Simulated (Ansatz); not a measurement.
# HfO$_{2}$ (P4_2/nmc), a vibration from a frozen displacement

The calculation used DFT r2SCAN, scalar-relativistic, plane waves, PAW (Ansatz 0.2.0). The runs took a 500 eV cutoff, a Γ-centred 6×6×6 mesh and Gaussian smearing (0.05 eV). Spin–orbit coupling is left out, which matters for the heavy elements here. No spin polarisation. Energies are free energies at this smearing, counted from the undisturbed cell; pressure is positive in compression.

The starting cell (relaxed at this level; this form isn't the usual structure):

```
Hf O
1.0
     3.57682    0.00000    0.00000
     0.00000    3.57682    0.00000
     0.00000    0.00000    5.20267
Hf O
2 4
Cartesian
  1.7884 1.7884 2.6013
  0.0000 0.0000 0.0000
  0.0000 1.7884 3.6219
  1.7884 0.0000 4.1821
  1.7884 0.0000 1.5808
  0.0000 1.7884 1.0206
```

Every O atom is moved by x along the Cartesian unit vector (0.000, -0.749, 0.662); the cell and all other atoms stay fixed. The cell's volume is 66.56 Å³; the moved atoms weigh 63.996 u together and the others 356.980 u. Some rows repeat others by symmetry and weren't run.

```csv
x (Å),ΔE (meV/cell),total force on the moved atoms along the move (eV/Å),pressure (GPa)
-0.1000,100.91,2.0516,1.1930
-0.0875,76.96,1.7813,0.9093
-0.0750,56.35,1.5167,0.6642
-0.0500,24.92,1.0007,0.2887
-0.0250,6.21,0.4973,0.0639
0.0000,0.00,0.0000,-0.0108
0.0250,6.21,-0.4973,0.0639
0.0500,24.92,-1.0007,0.2887
0.0750,56.35,-1.5167,0.6642
0.0875,76.96,-1.7813,0.9093
0.1000,100.91,-2.0516,1.1930
```

Problem. What frequency belongs to this motion?

Solution. The force constant is k = −dF/dx = 19.891 eV/Å², from the parabola through x = -0.0250, 0 and 0.0250. In every cell the moved atoms swing against the rest, so the mass is μ = m₁m₂/(m₁ + m₂) = 54.267 u, and ν̃ = 521.5 cm⁻¹ × √(|k|/μ) = 316 cm⁻¹. The pattern needn't be a normal mode: ν̃² is then a weighted mean of the squared nonzero frequencies at the zone centre of this cell, taken without macroscopic field, so it lies between the lowest and the highest of them.

Problem. How far does the harmonic law reach?

Solution. At x = -0.100 Å, kx²/2 = 99.45 meV against the computed 100.91 meV (+1.5 %): the well is still close to harmonic there.

Problem. The pressure changes with x². What does that say about the frequency under compression?

Solution. With E = k(V)x²/2, k ∝ V^(−2γ) and x scaling with the cell as V^(1/3), P − P0 = −∂E/∂V = (2γ − 2/3) ΔE/V. At x = 0.0500 Å, V(P − P0) = 66.56 × 0.29948 / 160.2 eV = 124.41 meV and ΔE = 24.92 meV, so γ = 1/3 + V(P − P0)/(2ΔE) = 2.83. This is the Grüneisen parameter of the motion under uniform scaling of the cell: shrinking the cell evenly by 1 % in volume raises the frequency by about 2.83 %.

The oxygen sublattice moves rigidly against hafnium, a polar distortion, and the energy rises at every displacement computed, so the tetragonal cell shows no ferroelectric instability along this path. In such an ionic oxide, short-range Hf–O repulsion opposes the dipolar interactions that favour off-centring, and here the repulsion evidently prevails. The same balance probably explains the marked stiffening under compression, since overlap repulsion grows much faster than the Coulomb terms as the bonds shorten. The slight excess over the harmonic energy at the largest displacements also fits a steepening repulsive wall.

Because the displacement has components both along the tetragonal axis and in the basal plane, it mixes A2u and Eu characters. The 316 cm⁻¹ is therefore a measure of average polar stiffness and shouldn't be assigned to a single infrared line; a softer polar mode may lie below it. Nor does the positive curvature establish the stability of the tetragonal phase, as the distortions leading to the monoclinic and polar orthorhombic forms also involve oxygen atoms moving against one another, which this rigid shift leaves untested.
